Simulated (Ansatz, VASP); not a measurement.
# AlRu in VASP and in Ansatz

File INCAR:

```
SYSTEM = AlRu
ALGO = Normal ; EDIFF = 1E-7
ENCUT = 520 ; GGA = PE
ISIF = 2 ; ISMEAR = -1
LASPH = .True. ; LCHARG = .False.
LREAL = .False. ; LWAVE = .False.
NBANDS = 16 ; NELM = 100
PREC = Accurate ; SIGMA = 0.05
```

KPOINTS

```
k-points
0
Gamma
  9 9 9
  0 0 0
```

File POSCAR:

```
AlRu
1.0
    2.9916000000      0.0000000000      0.0000000000
    0.0000000000      2.9916000000      0.0000000000
    0.0000000000      0.0000000000      2.9916000000
Ru Al
1 1
Direct
    0.4970030000      0.5110170000      0.4878020000
   -0.0043240000     -0.0088300000      0.0100190000
```

File input.yaml:

```yaml
crystal:
  lattice:
    - [2.9916, 0.0, 0.0]
    - [0.0, 2.9916, 0.0]
    - [0.0, 0.0, 2.9916]
  atoms:
    - { symbol: Ru, position: [0.497003, 0.511017, 0.487802] }
    - { symbol: Al, position: [-0.004324, -0.00883, 0.010019] }
hamiltonian:
  xc: pbe
  pseudopotentials: { kind: paw }
kpoints:
  mp_grid: { grid: [9, 9, 9] }
scf:
  occupations: { method: fermi_dirac, width: 0.05 }
output:
  forces: true
  stress: true
  eigenvalues: true
  write_density: true
  write_potential: true
  elf: true
  volumetric_format: npy
```

Change from the starting cell: atoms moved at random, drawn with an rms of 0.05 Å.

Alike in both runs: task single point; functional PBE; k mesh 9 × 9 × 9; occupations fermi-dirac, width 0.05 eV; no spin polarisation.

|  | VASP | Ansatz |
| --- | --- | --- |
| version | VASP 6.6.1 | Ansatz 0.2.0 |
| potentials or method | VASP PAW PBE potentials, release 64 (Ru_pv, Al) | Ansatz PAW |
| plane-wave cutoff (eV) | 520 | 420 |
| valence electrons in the cell | 17 | 19 |

```csv
,VASP,Ansatz,Ansatz less VASP
gap on the k mesh at the Fermi level (eV),none,none,-
pressure (GPa),3.1,3.2,+0.03
largest component of the traceless stress (GPa),0.62,0.61,-0.007
rms of the force components (eV/Å),0.409,0.406,-0.0028
```

Atom by atom the forces differ by 0.003 eV/Å (rms over components). A gap of «none» marks a metal or a gap that the smearing closes. The two sets of potentials don't hold the same shells in valence.
